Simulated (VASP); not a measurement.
## GaN: relaxation of cell and atoms with RPBE

GaN:

```
CELL_PARAMETERS angstrom
3.18000 0.00000 0.00000
-1.59000 2.75396 0.00000
0.00000 0.00000 5.16600
ATOMIC_POSITIONS crystal
Ga 0.33333 0.66667 0.00000
Ga 0.66667 0.33333 0.50000
N 0.33333 0.66667 0.37500
N 0.66667 0.33333 0.87500
```

```
Program                : VASP 6.6.1
Task                   : relaxation of cell and atoms
Functional             : RPBE
Potentials or basis    : VASP PAW PBE potentials, release 64 (Ga_d, N)
Cutoff                 : 600 eV
k mesh                 : 12 × 12 × 5
Occupations            : gaussian, width 0.03 eV
Spin                   : no spin polarisation
Further INCAR settings : ALGO = Normal; EDIFF = 1e-06; IBRION = 2; EDIFFG = -0.01; NSW = 90; ISIF = 3
```

```yaml
Relaxed_volume: 12.03 Å³/atom
Relaxed_cell: a = 3.243 Å, b = 3.243 Å, c = 5.284 Å, α = 90.00°, β = 90.00°, γ = 120.00°
Space_group_after_relaxing_to_0.05_Å: P6_3mc (No. 186)
Energy_gained_by_relaxing: 24.0 meV/atom
Ionic_steps: 7
Pressure_after_relaxing: -0.1 GPa
Band_gap_on_the_k_mesh: 1.62 eV, direct
```

Forces in eV/Å, atoms in the order of the input:
```
Ga   0.000  0.000  0.003
Ga   0.000  0.000  0.003
N    0.000  0.000 -0.003
N    0.000  0.000 -0.003
```

The path:
```csv
step,energy change (eV),largest force (eV/Å),pressure (GPa),volume (Å³)
1,0.0000,0.1386,11.15,45.24
2,-0.0374,0.0460,-7.14,50.59
3,-0.0960,0.0118,-0.03,48.13
4,-0.0960,0.0138,0.12,48.07
5,-0.0960,0.0085,0.13,48.07
6,-0.0960,0.0050,0.12,48.07
7,-0.0960,0.0026,-0.06,48.13
```

Final structure:
```
Ga N
1.0
     3.24337    0.00000    0.00000
    -1.62168    2.80884    0.00000
     0.00000    0.00000    5.28354
Ga N
2 2
Direct
  0.33333 0.66667 0.99905
  0.66667 0.33333 0.49905
  0.33333 0.66667 0.37595
  0.66667 0.33333 0.87595
```

Levels at points of the mesh, in eV from the valence-band top:
| k point | band 14 | band 15 | band 16 | band 17 | band 18 | band 19 | band 20 | band 21 | band 22 |
| --- | --- | --- | --- | --- | --- | --- | --- | --- | --- |
| (0.00, 0.00, 0.00) | -0.96 | -0.96 | -0.03 | 0.00 | 0.00 | 1.62 | 3.99 | 9.00 | 9.67 |
| (0.50, 0.00, 0.00) | -5.09 | -3.94 | -2.55 | -2.03 | -0.93 | 5.00 | 5.29 | 6.02 | 8.25 |

Run time: 5.7 min on 1 thread of Intel(R) Xeon(R) Platinum 8488C (Sapphire Rapids) (shared host), peak memory 0.22 GiB.

Caveat: the PAW data sets were made with another functional, which shifts forces and pressure a little. RPBE and its kin give volumes clearly too large for solids.
